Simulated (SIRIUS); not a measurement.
WS2 under changes of volume

One of the cells (17.744 Å³/atom); the others are scaled copies at fixed shape and fractional positions:

```
CELL_PARAMETERS angstrom
1.57900 0.91164 6.16333
-1.57900 0.91164 6.16333
0.00000 -1.82327 6.16333
ATOMIC_POSITIONS crystal
W 0.00000 0.00000 0.00000
S 0.58100 0.58100 0.58100
S 0.75030 0.75030 0.75030
```

Measurements of this composition are mostly on another form, of space group No. 194.

* Program: SIRIUS 7.12.0
* Functional: PBEsol
* Potentials or basis: PseudoDojo 0.4.1 PBEsol standard (scalar relativistic)
* Cutoff: 1030 eV
* Density cutoff: 4119 eV
* k mesh: 10 × 10 × 10
* Occupations: fermi-dirac, width 0.05 eV
* Spin: no spin polarisation

```tsv
volume (Å³/atom)	energy over the lowest point (meV/atom)	pressure (GPa)	gap on the mesh (eV)	largest force (eV/Å)
16.679	33.12	11.2	0.94	1.473
17.034	13.22	6.8	0.97	1.027
17.389	?	?	?	?
17.744	0.00	-0.6	1.02	0.599
18.099	4.91	-3.8	1.04	0.694
18.454	16.45	-6.6	1.06	0.997
18.809	33.96	-9.2	1.07	1.277
```

Question: What does the run at 17.389 Å³/atom give?

Answer: Energy over the lowest point 2.49 meV/atom; pressure 2.9 GPa; gap on the mesh 1.00 eV; largest force 0.628 eV/Å.

Worked out: A Birch-Murnaghan fit of order 3 (a polynomial in V^(-2/3)) to the other rows has its minimum at 17.68 Å³/atom with B0 = V·E''(V) = 169 GPa and B' = 4.4 at fixed shape and positions, which overstates the stiffness. It gives 2.49 meV/atom at 17.389 Å³/atom, against the run's 2.49, and -dE/dV = 2.9 GPa, against 2.9. A parabola through the other rows of the gap, of slope 1.23 eV per unit of ln V there, gives 1.00 eV, against the run's 1.00.

Energies are extrapolated to zero smearing.

Caveats: spin-orbit coupling is left out, which moves the levels of the heavy elements; forces of over 1 eV/Å show positions far from the minimum, so gaps and moduli don't describe the material at rest (some runs).

A mesh can miss the band edges.
